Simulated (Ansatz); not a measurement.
**RbBr: relaxed-ion elastic tensor**

Theory: Ansatz 0.2.0, DFT LDA, scalar-relativistic, plane waves, PAW. Plane waves to 420 eV; Γ-centred k mesh 6×6×6; fixed occupations. No spin polarisation.

Equilibrium structure at this level:
```xyz
2
Lattice="3.9675 0.0000 0.0000 0.0000 3.9675 0.0000 0.0000 0.0000 3.9675" Properties=species:S:1:pos:R:3 pbc="T T T"
Rb    0.0000    0.0000    0.0000
Br    1.9838    1.9838    1.9838
```

Problem. Give the relaxed-ion elastic constants (GPa, Voigt order xx yy zz yz xz xy, on the axes of the cell above).

Solution.
C11 = 44.5, C12 = 11.7, C13 = 11.7, C22 = 44.5, C23 = 11.7, C33 = 44.5, C44 = 11.1, C55 = 11.1, C66 = 11.1 GPa; the others vanish.

Problem. Is the crystal stable against homogeneous strain?

Solution. Yes: the least eigenvalue of the tensor is 11.1 GPa.

Problem. And the moduli of a polycrystal (Hill averages)?

Solution. B = 23 GPa, G = 13 GPa, E = 33 GPa, ν = 0.26.

This CsCl-type form isn't the usual stable structure of the compound.